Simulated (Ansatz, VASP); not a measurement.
# TaAgS3 in two plane-wave programs, part 2 of 2

One calculation is typed for both programs; each brings its own data sets. How far apart do they land? The cell is generated by rule, not measured, and may not be a known phase. The cell is taken from a series of runs on this material, whose earlier steps may have relaxed, scaled, displaced or heated it; both programs get it as it stands.

VASP 6.6.1 and Ansatz 0.2.0.

So far: The starting structure; VASP: zone-centre phonons, PBE.

The structure was built from a prototype and need not be the compound's stable phase.

### Step 3. Ansatz: zone-centre phonons, PBE

Level of this step: Ansatz beside VASP: Kohn-Sham DFT, plane waves, PBE (Ansatz).

Ansatz runs on its PAW soft_1 files.

The same cell, functional, mesh and smearing now go to Ansatz, which takes its cutoff from its data sets.

Contents of input.yaml:

```yaml
crystal:
  lattice:
    - [4.8114923399, 0.0, 0.0]
    - [0.0, 4.8114923399, 0.0]
    - [0.0, 0.0, 4.8114923399]
  atoms:
    - { symbol: Ag, position: [0.0, 0.0, 0.0] }
    - { symbol: Ta, position: [0.5, 0.5, 0.5] }
    - { symbol: S, position: [0.5, 0.5, 0.0] }
    - { symbol: S, position: [0.5, 0.0, 0.5] }
    - { symbol: S, position: [0.0, 0.5, 0.5] }
kpoints:
  mp_grid: { grid: [8, 8, 8] }
hamiltonian:
  xc: pbe
  pseudopotentials: { kind: paw, azcp: { folder: soft_1 } }
scf:
  occupations: { method: methfessel_paxton, width: 0.2 }
output:
  eigenvalues: true
phonons:
  method: dfpt
```

Launch:

```console
> ansatz run input.yaml --threads 4 --pin off --max-ram 16384MiB --backend cpu --events-out ev --progress --plain --runs-dir out
```

Numbers of over 12 decimals in the logs are rounded to 6 here.

Log:

```text
zone centre: on kpoints.mp_grid the ground state, and the responses unless they are solved on pairs of k-points, stand on 125 of the mesh's 512 k-points, reduced under 8 symmetry operations, with k and −k counted as one. Each operation leaves every solved displacement unchanged or reverses it
Engine: ansatz 0.2.0, aarch64-unknown-linux-gnu
Pseudopotentials: kind: paw
Pseudopotential: Ag, paw, valence charge 19, recommended cutoff 420 eV (normal), soft_1/Ag.paw.azcp
Pseudopotential: Ta, paw, valence charge 13, recommended cutoff 420 eV (normal), soft_1/Ta.paw.azcp
Pseudopotential: S, paw, valence charge 6, recommended cutoff 420 eV (normal), soft_1/S.paw.azcp
Functional definition: PBE
  parameter kappa = 0.804
  parameter beta = 0.066725
  exchange = pbe_x(kappa = kappa, mu = beta*pi^2/3)
  correlation = pbe_c(beta = beta)
Crystal: 5 atoms, lattice volume = 111.388 Å³
Basis set: ecut = 420 eV, 2109 PW (Γ), exchange–correlation on 72×72×72 points (8 copies of the dense FFT grid, shifted against one another)
Bands: 30, of which v1, the nominal top of the filled ones, is band 25 counted from 1 (24 counted from 0)
Symmetry: 48 space group operations
k-points: 125 of 512 (irreducible under 8 space group operations)
Non-local potential: Ag, projectors of the file, l = 0: 3, l = 1: 2, l = 2: 2, l = 3: 1
Non-local potential: Ta, projectors of the file, l = 0: 3, l = 1: 2, l = 2: 2, l = 3: 1
Non-local potential: S, projectors of the file, l = 0: 2, l = 1: 2, l = 2: 1
PAW form: soft (Blöchl's): semilocal exchange-correlation on the pseudo side does not see the compensation charge
PAW one-centre angular grid: Ag, 590 points (default); XC on 64 Gauss nodes
PAW one-centre angular grid: Ta, 590 points (default); XC on 64 Gauss nodes
PAW one-centre angular grid: S, 110 points (default); XC on 64 Gauss nodes
Initial density: superposition of atomic densities (chi_scale 0.1, normalization cell, long waves kept (reshape's long-wave potential 0.00 eV rms))
Initial wavefunctions: pseudopotential atomic-orbital guess
Functional: x = pbe(κ = 0.804, μ = 0.219515), c = pbe(β = 0.066725)
SCF iter   1: F=—  HF=-20231.700739 eV  |F-HF|=—  |Δ(HF+E_count)|=         —  Δρ=2.83e-2  dr2=1.29e0  ethr=3.10e-3  ⟨swp⟩=6.4  Hψ=16517  notcnv=0
preconditioner: auto → Kerker (q_TF=auto, 2.387 Å⁻¹)  [metal: Δε(μ)=0.075 eV  Ē_g=6.610 eV  σ=0.200 eV  W_gap=0.31  n_scr=26 (ndim 8)  ℏωp=20.5 eV  f_vac=0.000  D(μ)=3.04/eV (n_scr^D=18)]
SCF iter   2: F=—  HF=-20231.483010 eV  |F-HF|=—  |Δ(HF+E_count)|=   2.18e-1  S|Δr|=    0.00e0  Δρ=1.77e-2  dr2=6.37e-1  ethr=2.59e-3  ⟨swp⟩=1.3  Hψ=4797  notcnv=0
SCF iter   3: F=—  HF=-20231.299017 eV  |F-HF|=—  |Δ(HF+E_count)|=   1.84e-1  S|Δr|=    0.00e0  Δρ=6.05e-3  dr2=6.52e-2  ethr=1.27e-3  ⟨swp⟩=2.1  Hψ=6117  notcnv=0  defer=3
SCF iter   4: F=—  HF=-20231.282890 eV  |F-HF|=—  |Δ(HF+E_count)|=   1.61e-2  S|Δr|=    0.00e0  Δρ=2.32e-3  dr2=1.36e-2  ethr=1.30e-4  ⟨swp⟩=2.0  Hψ=7221  notcnv=0  defer=27
SCF iter   5: F=—  HF=-20231.280886 eV  |F-HF|=—  |Δ(HF+E_count)|=   2.00e-3  S|Δr|=    0.00e0  Δρ=6.43e-4  dr2=9.31e-4  ethr=2.73e-5  ⟨swp⟩=2.0  Hψ=5082  notcnv=0  defer=27
SCF iter   6: F=—  HF=-20231.281010 eV  |F-HF|=—  |Δ(HF+E_count)|=   1.25e-4  S|Δr|=    0.00e0  Δρ=1.46e-4  dr2=1.81e-5  ethr=1.86e-6  ⟨swp⟩=2.0  Hψ=5458  notcnv=0  defer=27
SCF iter   7: F=—  HF=-20231.281016 eV  |F-HF|=—  |Δ(HF+E_count)|=   6.24e-6  S|Δr|=    0.00e0  Δρ=2.62e-5  dr2=6.46e-7  ethr=3.62e-8  ⟨swp⟩=2.0  Hψ=5790  notcnv=0  defer=27
SCF iter   8: F=—  HF=-20231.281025 eV  |F-HF|=—  |Δ(HF+E_count)|=   8.19e-6  S|Δr|=    0.00e0  Δρ=6.78e-6  dr2=6.04e-8  ethr=1.29e-9  ⟨swp⟩=2.0  Hψ=5881  notcnv=0  defer=27
SCF iter   9: F=—  HF=-20231.281025 eV  |F-HF|=—  |Δ(HF+E_count)|=   7.72e-8  S|Δr|=    0.00e0  Δρ=1.72e-6  dr2=4.40e-9  ethr=1.21e-10  ⟨swp⟩=2.0  Hψ=5538  notcnv=0  defer=27
SCF iter  10: F=—  HF=-20231.281025 eV  |F-HF|=—  |Δ(HF+E_count)|=   6.10e-9  S|Δr|=    0.00e0  Δρ=5.05e-7  dr2=3.29e-10  ethr=8.81e-12  ⟨swp⟩=2.0  Hψ=5778  notcnv=0  defer=27
SCF iter  11: F=—  HF=-20231.281025 eV  |F-HF|=—  |Δ(HF+E_count)|=  3.49e-10  S|Δr|=    0.00e0  Δρ=9.38e-8  dr2=1.76e-11  ethr=1.00e-12  ⟨swp⟩=2.0  Hψ=5275  notcnv=0  defer=27
SCF iter  12: F=-20231.281025 eV  HF=-20231.281025 eV  |F-HF|=0.00e0  |Δ(HF+E_count)|=  7.28e-12  S|Δr|=    0.00e0  Δρ=2.60e-8  dr2=6.34e-13  ethr=1.00e-12  ⟨swp⟩=9.1  Hψ=19250  notcnv=0
SCF 1 converged in 12 iterations: F = -20231.281025 eV  dr2 = 6.34e-13
  greatest PAW one-centre occupation: 1.001 electrons in one spin orbital (limit 2), on the Ag atom at site 0 (counted from 0), in its partial waves of l = 0
DFPT response loops at Γ: preconditioner auto → Kerker (q_TF=auto, 2.387 Å⁻¹) (partly filled bands, converged f_vac=0.007); β = 1.00, the filter's whole step (`scf.mixing.beta` (0.50) is not read by the response loops under this deck's `scf.mixing.preconditioner`; to damp them name `kerker` or `kerker_dos`, under which they read `scf.mixing.beta`, and type it under 1.00, their step now; both keys bind the ground state too); Broyden in place of MSR1
SCF converged after 12 iterations
Stability not checked: this state was not tested for a lower state beside it, because cold or Methfessel-Paxton smearing, or corrected tetrahedra, fill the levels in a way that the test cannot read (fill_not_monotonic; see scf.lower_state_search)
Free energy (F): -20231.281025 eV
Harris-Foulkes:  -20231.281025 eV  (|F-HF|=0.00e0)
Internal energy: -20231.286938 eV  (E = F + TS)
E sigma→0 (E₀):  -20231.282503 eV
Entropy (-TS):   0.005914 eV (1.183 meV/atom)
Fermi energy:    8.179070 eV
Step filling:    the computed levels leave a gap of 0.1165 eV = 0.6 smearing widths at the electron count; against every level under it full and every level over it empty, smearing changes F+E_penalty+E_count by +4.186 meV and its σ→0 estimate by +2.708 meV
--- Per-component energies (eV) ---
  E_band       = -612.088164
  E_kinetic    = 1174.437612
  E_local      = -4496.748273  (includes V_loc(G=0)·N_el)
  E_nonlocal   = 127.335113
  E_hartree    = 1948.078179
  E_xc         = -742.281385
  E_vxc        = -676.468337  (∫ρ·V_xc dr)
  E_paw        = -14088.878197  (= ΣΔE_a)
  E_vpaw       = -636.801055  (= ΣTr[D̂ρ^β])
  E_aug_tail   = 0.000481  (compensation charges beyond the density's cutoff)
  E_ewald      = -4153.230469
  E_smearing   = 0.005914  (= −TS)
  E_closure    = -0.000000  (closes the sum)
  Σ components = -20231.281025   (vs F -20231.281025, Δ=0.00e0)
--- Band table (eV; the first three rows and the last of 125) ---
  k-point 0: bands = [... 21 lower, 6.8591, 7.3723, 7.3723, 7.3723, 7.6327, 7.6327, 7.6327, 8.3001, ... 1 higher]
  k-point 1: bands = [... 21 lower, 6.7163, 6.8643, 7.2226, 7.2226, 7.6306, 8.3502, 8.3502, 8.6396, ... 1 higher]
  k-point 2: bands = [... 21 lower, 5.9211, 6.8759, 7.2917, 7.2917, 7.6256, 9.3020, 9.3020, 9.3745, ... 1 higher]
  k-point 124: bands = [... 21 lower, 4.9807, 8.2131, 8.2131, 8.2131, 8.3033, 10.8668, 10.8668, 10.8668, ... 1 higher]
--- Phonons (Γ-DFPT): 4 representative perturbations + reference, on 125 of 512 k-points (Σ response iterations 12) ---
  k mesh reduced under 8 symmetry operations, with k and −k counted as one. Each operation leaves every solved displacement unchanged or reverses it
  ASR residual: 4.682e-5 → 0.000e0 eV/Å²; symmetrization residual: 9.552e-6 eV/Å²
  ASR residual per site (eV/Å²): 4.68e-5 5.81e-8 1.99e-5 1.99e-5 1.99e-5
  Γ frequencies (cm⁻¹): -127.20 -127.20 -127.20 -86.08 -86.08 -86.08 -35.23 -35.23 -35.23 0.00 0.00 0.00 338.74 338.74 338.74
  non-analytic LO–TO correction: not included (Born effective charges unavailable; polar crystals: no LO–TO splitting at Γ)
```

The column dr2 measures how far the density is from self-consistency, as an energy; F and HF (Harris–Foulkes) agree once it is small.

### Step 4. Comparison

Known differences besides the potentials themselves: the data sets hold 50 valence electrons in Ansatz (on its PAW soft_1 files) and 40 in VASP; the cutoff is 420 eV in Ansatz and 500 eV in VASP. Total energies have different zeros and are not compared.

The two programs side by side:

```csv
quantity,Ansatz,VASP,difference
"optical mode 1 to 3 (imaginary, printed as negative) (cm⁻¹)",-127.2,-127.1,-0.1
"optical mode 4 to 6 (imaginary, printed as negative) (cm⁻¹)",-86.1,-87.4,+1.3
"optical mode 7 to 9 (imaginary, printed as negative) (cm⁻¹)",-35.2,-37.8,+2.5
optical mode 10 to 12 (cm⁻¹),338.7,337.8,+0.27 %
```

Modes are paired by rising frequency, not by their patterns, so a pair may set unlike modes beside each other; they are those without the splitting of longitudinal modes.

### Step 5. Outcome

* r.m.s. difference of the optical zone-centre modes, each program's sorted by frequency (zone-centre phonons, PBE): 1.5 cm⁻¹

What this shows: The r.m.s. difference of the optical zone-centre modes, each program's sorted by frequency is 1.5 cm⁻¹ (zone-centre phonons, PBE). The data sets hold unlike numbers of valence electrons (50 in Ansatz and 40 in VASP), so part of the differences comes from the potentials. How closely two codes agree says nothing of how well the functional describes the real material.

[Lines on the potential files, build, host, timing and source positions are cut from VASP's logs without a mark.]

[Logs are printed without paths, hosts, clocks, repeated set-up lines and the standing remarks that a program may print on its own settings, such as how far it seeks lower states.]

[Hosts, paths, dates, database ids (printed as entryN), source tags and the programs' standing remarks are cut or masked in the printed files.]
